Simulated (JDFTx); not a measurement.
# Ga (I4/mmm) in JDFTx: convergence with k mesh

Aim: find how far k mesh must go before the results for Ga settle, at PBE. This setting moves, with any that are tied to it; all else stays.

Program: JDFTx 1.7.0 (patched build). These are calculated values, not measurements. Logs are shortened: lines on timing, memory, paths and dates and some standing lists are left out, and cuts for length are marked. The log counts tension as positive stress, the text compression.

### 1 The crystal as given

It takes space group I4/mmm (No. 139, tetragonal). The conventional cell has a = 2.769 Å, b = 2.769 Å, c = 4.622 Å, α = 90.00°, β = 90.00°, γ = 90.00°. Ga (site symmetry 4/mmm) is surrounded by 12 Ga at 2.77 to 3.03 Å.

This isn't the form of Ga at room conditions, which is orthorhombic.

### 2 With k mesh 2 × 2 × 2

The input, Ga.in:

```
include Ga.lattice
coords-type Lattice
include Ga.ionpos

ion-species pseudo/Ga.upf
elec-cutoff 40
elec-ex-corr gga-PBE
kpoint-folding 2 2 2
elec-smearing MP1 0.0018374661
elec-n-bands 12
electronic-SCF nIterations 100 energyDiffThreshold 1e-09
electronic-minimize nIterations 30 energyDiffThreshold 1e-7
converge-empty-states yes
forces-output-coords Cartesian

dump-name run.$VAR
dump End Ecomponents EigStats BandEigs Kpoints Forces Stress
```

The input, Ga.lattice:

```
lattice \
   -2.6161344273     2.6161344273     2.6161344273 \
    2.6161344273    -2.6161344273     2.6161344273 \
    4.3675800637     4.3675800637    -4.3675800637
```

The input, Ga.ionpos:

```
ion Ga     0.0000000000     0.0000000000     0.0000000000 1
```

Potentials or basis: PseudoDojo-SR-PBE-0.5-standard.

Command:

```
> jdftx -c 1 -i Ga.in -o Ga.out
```

Run time: 3.1 s. Hardware: 1 thread of Intel Xeon Platinum 8488C (Sapphire Rapids), shared host; peak memory 0.05 GiB.

Results:

```yaml
Free_energy: -1827.2070 eV
Pressure: -8.8 GPa
Band_gap_on_the_k_mesh: none (metal or under the smearing width)
```

### 3 With k mesh 4 × 4 × 4

Changes to Ga.in since step 2:

```diff
@@ -7,3 +7,3 @@
 elec-ex-corr gga-PBE
-kpoint-folding 2 2 2
+kpoint-folding 4 4 4
 elec-smearing MP1 0.0018374661
```

Ga.lattice is that of step 2.

Ga.ionpos is that of step 2.

Potentials or basis: PseudoDojo-SR-PBE-0.5-standard.

Command:

```
> jdftx -c 1 -i Ga.in -o Ga.out
```

It took 7.2 s on 1 thread of Intel Xeon Platinum 8488C (Sapphire Rapids), shared host; peak memory 0.05 GiB.

What came out:

| Quantity | Value |
| --- | --- |
| Free energy | -1826.2468 eV |
| Pressure | 6.4 GPa |
| Band gap on the k mesh | none (metal or under the smearing width) |

### 4 With k mesh 5 × 5 × 5

Changes to Ga.in since step 3:

```diff
@@ -7,3 +7,3 @@
 elec-ex-corr gga-PBE
-kpoint-folding 4 4 4
+kpoint-folding 5 5 5
 elec-smearing MP1 0.0018374661
```

Ga.lattice is that of step 3.

Ga.ionpos is that of step 3.

Command:

```
> jdftx -c 1 -i Ga.in -o Ga.out
```

Wall time 9.6 s (1 thread of Intel Xeon Platinum 8488C (Sapphire Rapids), shared host); peak memory 0.05 GiB.

What came out:

* Free energy: -1826.4232 eV
* Pressure: 5.1 GPa
* Band gap on the k mesh: none (metal or under the smearing width)

### 5 With k mesh 6 × 6 × 6

Changes to Ga.in since step 4:

```diff
@@ -7,3 +7,3 @@
 elec-ex-corr gga-PBE
-kpoint-folding 5 5 5
+kpoint-folding 6 6 6
 elec-smearing MP1 0.0018374661
```

Ga.lattice is that of step 4.

Ga.ionpos is that of step 4.

Command:

```
> jdftx -c 1 -i Ga.in -o Ga.out
```

Run time: 15 s. Hardware: 1 thread of Intel Xeon Platinum 8488C (Sapphire Rapids), shared host; peak memory 0.06 GiB.

What came out:

* Free energy: -1826.4455 eV
* Pressure: 4.2 GPa
* Band gap on the k mesh: none (metal or under the smearing width)

### 6 With k mesh 8 × 8 × 8

Changes to Ga.in since step 5:

```diff
@@ -7,3 +7,3 @@
 elec-ex-corr gga-PBE
-kpoint-folding 6 6 6
+kpoint-folding 8 8 8
 elec-smearing MP1 0.0018374661
```

Ga.lattice is that of step 5.

Ga.ionpos is that of step 5.

Potentials or basis: PseudoDojo-SR-PBE-0.5-standard.

Command:

```
> jdftx -c 1 -i Ga.in -o Ga.out
```

Run time: 30 s. Hardware: 1 thread of Intel Xeon Platinum 8488C (Sapphire Rapids), shared host; peak memory 0.08 GiB.

Results (log left out):

```yaml
Free_energy: -1826.4537 eV
Pressure: 3.8 GPa
Band_gap_on_the_k_mesh: none (metal or under the smearing width)
```

### 7 With k mesh 10 × 10 × 10

Changes to Ga.in since step 6:

```diff
@@ -7,3 +7,3 @@
 elec-ex-corr gga-PBE
-kpoint-folding 8 8 8
+kpoint-folding 10 10 10
 elec-smearing MP1 0.0018374661
```

Ga.lattice is that of step 6.

Ga.ionpos is that of step 6.

Command:

```
> jdftx -c 1 -i Ga.in -o Ga.out
```

It took 50 s on 1 thread of Intel Xeon Platinum 8488C (Sapphire Rapids), shared host; peak memory 0.11 GiB.

It converged, with:

```yaml
Free_energy: -1826.4200 eV
Pressure: 3.9 GPa
Band_gap_on_the_k_mesh: none (metal or under the smearing width)
```

### 8 With k mesh 13 × 13 × 13

Changes to Ga.in since step 7:

```diff
@@ -7,3 +7,3 @@
 elec-ex-corr gga-PBE
-kpoint-folding 10 10 10
+kpoint-folding 13 13 13
 elec-smearing MP1 0.0018374661
```

Ga.lattice is that of step 7.

Ga.ionpos is that of step 7.

Command:

```
> jdftx -c 1 -i Ga.in -o Ga.out
```

It took 95 s on 1 thread of Intel Xeon Platinum 8488C (Sapphire Rapids), shared host; peak memory 0.17 GiB.

Results (log left out):

* Free energy: -1826.4302 eV
* Pressure: 3.5 GPa
* Band gap on the k mesh: none (metal or under the smearing width)

### 9 With k mesh 16 × 16 × 16

Changes to Ga.in since step 8:

```diff
@@ -7,3 +7,3 @@
 elec-ex-corr gga-PBE
-kpoint-folding 13 13 13
+kpoint-folding 16 16 16
 elec-smearing MP1 0.0018374661
```

Ga.lattice is that of step 8.

Ga.ionpos is that of step 8.

Potentials or basis: PseudoDojo-SR-PBE-0.5-standard.

Command:

```
> jdftx -c 1 -i Ga.in -o Ga.out
```

Standard output:

```text
*************** JDFTx 1.7.0 (patched build) ***************

Input parsed successfully to the following command list (including defaults):
[... the input with its defaults ...]

---------- Setting up symmetries ----------

Non-trivial transmission matrix:
[   1   0   0  ]
[   0   1   0  ]
[   1   1   1  ]
with reduced lattice vectors:
[      0.000000      5.232269      2.616134  ]
[      5.232269      0.000000      2.616134  ]
[      0.000000      0.000000     -4.367580  ]

Found 16 point-group symmetries of the bravais lattice
Found 16 space-group symmetries with basis
Applied RMS atom displacement 0 bohrs to make symmetries exact.

---------- Initializing the Grid ----------
R =
[     -2.61613      2.61613      2.61613  ]
[      2.61613     -2.61613      2.61613  ]
[      4.36758      4.36758     -4.36758  ]
unit cell volume = 119.57
G =
[ -4.16675e-17    1.20085   0.719298  ]
[    1.20085 -4.16675e-17   0.719298  ]
[    1.20085    1.20085 3.90077e-18  ]
Minimum fftbox size, Smin = [  36  36  36  ]
Chosen fftbox size, S = [  36  36  36  ]

---------- Exchange Correlation functional ----------
Initalized PBE GGA exchange.
Initalized PBE GGA correlation.

---------- Setting up pseudopotentials ----------
Width of ionic core gaussian charges (only for fluid interactions / plotting) set to 0

Reading pseudopotential file 'pseudo/Ga.upf':
  'Ga' pseudopotential, 'PBE' functional
  Generated using ONCVPSP code by D. R. Hamann
  13 valence electrons, 3 orbitals, 6 projectors, 1001 radial grid points, with lMax = 2
    3D    l: 2   occupation: 10.0   eigenvalue: -0.703915
    4S    l: 0   occupation:  2.0   eigenvalue: -0.328859
    4P    l: 1   occupation:  1.0   eigenvalue: -0.094784
  Core radius for overlap checks: 1.84 bohrs.

Initialized 1 species with 1 total atoms.

Folded 1 k-points by 16x16x16 to 4096 k-points.

---------- Setting up k-points, bands, fillings ----------
Reduced to 349 k-points under symmetry.
Computing the number of bands and number of electrons
Calculating initial fillings.
nElectrons:  13.000000   nBands: 12   nStates: 349

----- Setting up reduced wavefunction bases (one per k-point) -----
average nbasis = 1444.702 , ideal nbasis = 1444.791

---------- Setting up ewald sum ----------
Optimum gaussian width for ewald sums = 1.958063 bohr.
Real space sum over 2535 unit cells with max indices [  6  6  7  ]
Reciprocal space sum over 2197 terms with max indices [  6  6  6  ]

---------- Allocating electronic variables ----------
Initializing wave functions:  linear combination of atomic orbitals
Note: number of bands (12) exceeds available atomic orbitals (9)
Ga pseudo-atom occupations:   s ( 2 )  p ( 1 )  d ( 10 )
	FillingsUpdate:  mu: +0.441183642  nElectrons: 13.000000
LCAOMinimize: Iter:   0  F: -67.1074624945953104  |grad|_K:  9.975e-05  alpha:  1.000e+00
	FillingsUpdate:  mu: +0.441822853  nElectrons: 13.000000
LCAOMinimize: Iter:   1  F: -67.1076636500660300  |grad|_K:  1.661e-06  alpha:  8.121e-01  linmin: -6.841e-02  cgtest:  6.932e-01
LCAOMinimize: Encountered beta<0, resetting CG.
	FillingsUpdate:  mu: +0.441829488  nElectrons: 13.000000
LCAOMinimize: Iter:   2  F: -67.1076637130659464  |grad|_K:  1.442e-07  alpha:  9.084e-01  linmin: -2.107e-04  cgtest:  2.642e-03
	FillingsUpdate:  mu: +0.441828742  nElectrons: 13.000000
LCAOMinimize: Iter:   3  F: -67.1076637135454348  |grad|_K:  7.685e-09  alpha:  9.164e-01  linmin: -2.222e-03  cgtest:  2.173e-02
LCAOMinimize: Converged (|Delta F|<1.000000e-06 for 2 iters).

-------- Electronic minimization -----------
Will mix electronic density at each iteration.
	FillingsUpdate:  mu: +0.441828742  nElectrons: 13.000000
	FillingsUpdate:  mu: +0.434080960  nElectrons: 13.000000
SCF: Cycle:  0   F: -67.119789205064080   dF: -1.213e-02   |Residual|: 6.760e-03   |deigs|: 6.559e-01
	FillingsUpdate:  mu: +0.433908266  nElectrons: 13.000000
SCF: Cycle:  1   F: -67.119888365173793   dF: -9.916e-05   |Residual|: 4.048e-03   |deigs|: 7.916e-03
	FillingsUpdate:  mu: +0.433858162  nElectrons: 13.000000
SCF: Cycle:  2   F: -67.119893994722617   dF: -5.630e-06   |Residual|: 3.895e-04   |deigs|: 1.143e-03
	FillingsUpdate:  mu: +0.433874632  nElectrons: 13.000000
SCF: Cycle:  3   F: -67.119894702856072   dF: -7.081e-07   |Residual|: 1.803e-04   |deigs|: 3.983e-04
	FillingsUpdate:  mu: +0.433893490  nElectrons: 13.000000
SCF: Cycle:  4   F: -67.119894983444127   dF: -2.806e-07   |Residual|: 3.566e-05   |deigs|: 4.941e-04
	FillingsUpdate:  mu: +0.433893373  nElectrons: 13.000000
SCF: Cycle:  5   F: -67.119895023347965   dF: -3.990e-08   |Residual|: 9.962e-06   |deigs|: 2.465e-04
	FillingsUpdate:  mu: +0.433893561  nElectrons: 13.000000
SCF: Cycle:  6   F: -67.119895040581113   dF: -1.723e-08   |Residual|: 7.027e-06   |deigs|: 2.678e-04
	FillingsUpdate:  mu: +0.433893593  nElectrons: 13.000000
SCF: Cycle:  7   F: -67.119895043298499   dF: -2.717e-09   |Residual|: 4.686e-06   |deigs|: 1.282e-04
	FillingsUpdate:  mu: +0.433893888  nElectrons: 13.000000
SCF: Cycle:  8   F: -67.119895044646199   dF: -1.348e-09   |Residual|: 2.032e-06   |deigs|: 1.929e-04
	FillingsUpdate:  mu: +0.433893872  nElectrons: 13.000000
SCF: Cycle:  9   F: -67.119895044761932   dF: -1.157e-10   |Residual|: 9.848e-07   |deigs|: 1.062e-04
	FillingsUpdate:  mu: +0.433893927  nElectrons: 13.000000
SCF: Cycle: 10   F: -67.119895044813632   dF: -5.170e-11   |Residual|: 7.429e-07   |deigs|: 2.818e-04
SCF: Converged (|Delta E|<1.000000e-09 for 2 iters).

Setting wave functions to eigenvectors of Hamiltonian
Converging empty states (this may take a while):
EmptyStates: None of the convergence criteria satisfied.
|deigs|: 6.646e-04

# Stress tensor in Cartesian coordinates [Eh/a0^3]:
[ -0.000145233            0            0  ]
[            0 -0.000145233            0  ]
[            0            0 -0.000113948  ]

# Ionic positions in lattice coordinates:
ion Ga   0.000000000000000   0.000000000000000   0.000000000000000 1

# Forces in Cartesian coordinates:
force Ga   0.000000000000000  -0.000000000000000  -0.000000000000000 1

# Energy components:
   Eewald =      -49.4934242827654103
       EH =       19.1917015677856959
     Eloc =      -49.7242449552176993
      Enl =      -38.1765514440531675
      Exc =      -20.9380947585316477
 Exc_core =        9.3515350925750251
       KE =       62.6691953998054885
-------------------------------------
     Etot =      -67.1198833804017170
       TS =        0.0000116644119195
-------------------------------------
        F =      -67.1198950448136316

IonicMinimize: Iter:   0  F: -67.119895044813632  |grad|_K:  0.000e+00
IonicMinimize: Converged (|grad|_K<1.000000e-04).

#--- Lowdin population analysis ---
# oxidation-state Ga +0.018

Dumping 'run.eigStats' ...
	eMin: -0.125436 at state 348 ( [ +0.500000 +0.500000 +0.500000 ] spin 0 )
	HOMO: +0.433802 at state 254 ( [ +0.187500 +0.250000 +0.187500 ] spin 0 )
	mu  : +0.433894
	LUMO: +0.434173 at state 281 ( [ +0.187500 -0.312500 -0.437500 ] spin 0 )
	eMax: +1.678700 at state 348 ( [ +0.500000 +0.500000 +0.500000 ] spin 0 )
	HOMO-LUMO gap: +0.000372
	Optical gap  : +0.023521 at state 292 ( [ +0.187500 -0.187500 +0.500000 ] spin 0 )
WARNING: the last solve of the electrons (or of bands or displaced states from it) ended unconverged.
Done!
```

Run time: 2.8 min. Hardware: 1 thread of Intel Xeon Platinum 8488C (Sapphire Rapids), shared host; peak memory 0.28 GiB.

What came out:

```yaml
Free_energy: -1826.4254 eV
Pressure: 4.0 GPa
Band_gap_on_the_k_mesh: none (metal or under the smearing width)
```

### 10 Result

```tsv
k mesh	energy less the tightest run, at zero smearing (meV/atom)	pressure (GPa)	SCF cycles	CPU time (s)	peak memory (GiB)
2 × 2 × 2	-781.63	-8.80	9	3.1	0.05
4 × 4 × 4	178.63	6.43	10	7.2	0.05
5 × 5 × 5	2.19	5.14	10	9.6	0.05
6 × 6 × 6	-20.14	4.24	10	15	0.06
8 × 8 × 8	-28.34	3.79	11	30	0.08
10 × 10 × 10	5.38	3.91	11	50	0.11
13 × 13 × 13	-4.80	3.46	11	95	0.17
16 × 16 × 16	0.00	3.97	11	170	0.28
```

Not settled before the last step: the energy (to 1 meV/atom), the pressure (to 0.1 GPa). Meshes of other sizes hit other points, so gaps and Fermi surfaces needn't settle smoothly. The tightest run that finished is the yardstick and may itself not be fully converged.

Caveats: the empty levels aren't tightly converged.
